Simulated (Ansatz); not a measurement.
# AlH3: the cost of one run

Computed with Ansatz 0.2.0 (DFT r2SCAN, scalar-relativistic, plane waves, PAW).

## (1) The structure to begin with

It takes space group R-3c (No. 167, trigonal). Conventional cell: a = 4.488 Å, b = 4.488 Å, c = 11.844 Å, α = 90.00°, β = 90.00°, γ = 120.00°. Al (site symmetry -3) is surrounded by 6 H at 1.72 Å. H (site symmetry 2) is surrounded by 2 Al at 1.72 Å.

Coordinates:

```xyz
8
Lattice="2.2439 1.2955 3.9482 -2.2439 1.2955 3.9482 0.0000 -2.5911 3.9482" Properties=species:S:1:pos:R:3 pbc="T T T"
Al    0.0000    0.0000    0.0000
Al    0.0000    0.0000    5.9222
H     0.5642    1.2955    6.9093
H    -1.4041   -0.1592    6.9093
H     0.8399   -1.1364    6.9093
H    -0.5642   -1.2955    4.9352
H     1.4041    0.1592    4.9352
H    -0.8399    1.1364    4.9352
```

It is the end of an earlier relaxation with the same method, from a generated guess; it is a trial structure. At a tolerance of 0.02 Å it has space group R-3c (No. 167); it has 8.61 Å³/atom, an uncorrected energy of -0.00 eV/atom over the elements and, on its mesh, gap 2.16 eV.

## (2) The same geometry with r2SCAN

input.yaml reads:

```yaml
crystal:
  lattice:
    - [2.2439220657, 1.2955290104, 3.9481622614]
    - [-2.2439220657, 1.2955290104, 3.9481622614]
    - [0.0, -2.5910580157, 3.9481622631]
  atoms:
    - { symbol: Al, position: [0.0, 0.0, 0.0] }
    - { symbol: Al, position: [0.5, 0.5, 0.5] }
    - { symbol: H, position: [0.8757177281, 0.6242822719, 0.25] }
    - { symbol: H, position: [0.25, 0.8757177281, 0.6242822719] }
    - { symbol: H, position: [0.6242822719, 0.25, 0.8757177281] }
    - { symbol: H, position: [0.1242822719, 0.3757177281, 0.75] }
    - { symbol: H, position: [0.75, 0.1242822719, 0.3757177281] }
    - { symbol: H, position: [0.3757177281, 0.75, 0.1242822719] }
basis:
  ecutwfc: 500
kpoints:
  mp_grid: { grid: [6, 6, 6] }
  band_path:
    path:
      - [[0.0, 0.0, 0.0], [0.5, 0.5, 0.5], [0.76155175, 0.23844825, 0.5]]
      - [[0.5, -0.23844825, 0.23844825], [0.5, 0.0, 0.0], [0.0, 0.0, 0.0], [0.36922413, -0.36922413, 0.0]]
      - [[0.63077587, 0.0, 0.36922413], [0.5, 0.0, 0.5], [0.0, 0.0, 0.0]]
    npoints: 14
hamiltonian:
  xc: r2scan
scf:
  occupations: { method: gaussian, width: 0.02 }
  n_extra_bands: 20
output:
  forces: true
  stress: true
  eigenvalues: true
  populations: true
  dos: { projected: true, de: 0.02, nscf_kmesh: { grid: [9, 9, 9] } }
  bader: true
  write_density: true
  write_potential: true
  elf: true
  volumetric_format: npy
```

The run is started by

```
$ ansatz run input.yaml --threads 1 --pin off --max-ram 2560MiB --backend cpu --events-out ev --progress --plain --runs-dir out
```

What time and memory should one allow on 1 thread of Arm Neoverse V2, shared host?

About 78 s, with a peak of 0.53 GiB.
